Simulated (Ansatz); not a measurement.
A run on Al3Ru2 that went wrong

The input below was meant for crystalline Al3Ru2, with PBEsol, plane waves and PAW in Ansatz.

```yaml
crystal:
  lattice:
    - [-1.538900875, 1.538900875, 7.14310203]
    - [1.538900875, -1.538900875, 7.14310203]
    - [1.538900875, 1.538900875, -7.14310203]
  atoms:
    - { symbol: Al, position: [0.0, 0.0, 0.0] }
    - { symbol: Al, position: [0.80618462, 0.80618462, 0.0] }
    - { symbol: Al, position: [0.19381538, 0.19381538, 0.0] }
    - { symbol: Ru, position: [0.60586857, 0.60586857, 0.0] }
    - { symbol: Ru, position: [0.39413143, 0.39413143, 0.0] }
basis:
  ecutwfc: 420
kpoints:
  mp_grid: { grid: [16, 16, 16] }
hamiltonian:
  xc: pbesol
scf:
  occupations: { method: gaussian, width: 0.1 }
  max_iter: 12
  convergence: { dr2_threshold: "1e-19 eV" }
output:
  forces: true
  stress: true
  eigenvalues: true
```

Command:

```bash
ansatz run input.yaml --threads 1 --pin off --max-ram 2560MiB --backend cpu --events-out ev --progress --plain --runs-dir out
```

Output, shortened (HF is the Harris–Foulkes energy, dr2 the density residual in eV):

```text
basis.fft_grid_basis auto: the FFT boxes are laid along the combinations [[1, 0, 1], [0, 1, 1], [0, 0, 1]] of the cell's own vectors, 3.078, 3.078 and 7.467 Å long. The dense box has 24×24×50 points. Along the cell's own vectors, as sized, it would have 50×50×50, 4.34 times as many. Of the 16 symmetry operations that the crystal satisfies within crystal.symmetry.tolerance (time reversal apart …
Pseudopotential: Al, paw, valence charge 3, recommended cutoff 420 eV (normal)
Pseudopotential: Ru, paw, valence charge 16, recommended cutoff 420 eV (normal)
Crystal: 5 atoms, lattice volume = 67.666 Å³
Basis set: ecut = 420 eV, 1331 PW (Γ), FFT grids on a1+a3, a2+a3, a3, exchange–correlation on 48×48×100 points (8 copies of the dense FFT grid, shifted against one another)
Bands: 26, of which v1, the nominal top of the filled ones, is band 21 counted from 1 (20 counted from 0)
Symmetry: 16 space group operations
Space group: I4/mmm (ITA 139), of the structure as read, at distance tolerance 4.1e-5 Å
k-points: 349 of 4096
PAW frozen core: Al, regenerated for the run's functional, and the local potential with it (the file was generated under x = pbe(κ = 0.804, μ = 0.2195), c = pbe(β = 0.0667))
PAW frozen core: Ru, regenerated for the run's functional, and the local potential with it (the file was generated under x = pbe(κ = 0.804, μ = 0.2195), c = pbe(β = 0.0667))
Initial density: superposition of atomic densities, corrected by the library's trained network
SCF iter   1: HF=-13210.021553 eV  Δρ=4.19e-3  dr2=2.26e-2
SCF iter   2: HF=-13210.018551 eV  Δρ=2.27e-3  dr2=8.38e-3
SCF iter   3: HF=-13210.016956 eV  Δρ=3.86e-4  dr2=1.82e-4
SCF iter   4: HF=-13210.016907 eV  Δρ=1.01e-4  dr2=1.28e-5
   ...
SCF iter  10: HF=-13210.016878 eV  Δρ=2.76e-8  dr2=3.68e-13
SCF iter  11: HF=-13210.016878 eV  Δρ=6.41e-9  dr2=1.90e-14
SCF iter  12: HF=-13210.016878 eV  Δρ=6.67e-10  dr2=2.33e-16
Error: did not converge after 12 iterations: dr2 = 2.33e-16 (threshold 1.00e-19), under the density mixer `msr1`, which `scf.mixing.algorithm: auto` chose by the deck's other keys (type `scf.mixing.algorithm: msr1` to keep it); raise `scf.max_iter`, which need not help a stalled SCF …
```

Question: What is the cause?
A. Lattice vectors in bohr read as angstrom
B. No empty bands beside a smearing
C. An SCF threshold too tight for the iterations allowed
D. Cartesian positions typed as fractional ones
E. Plain mixing at a large step in a long cell

Answer: C. The residual can't fall so far within the iterations allowed. The cure is the default threshold.

Mended input, as a difference:

```diff
 scf:
-  max_iter: 12
-  convergence: { dr2_threshold: "1e-19 eV" }
```

The mended run converges, with a largest force of 0.032 eV/Å, a pressure of -1.03 GPa.

Time of the mended run: 30 s on 1 thread of Arm Neoverse V2, on a shared host, peak memory 0.64 GiB.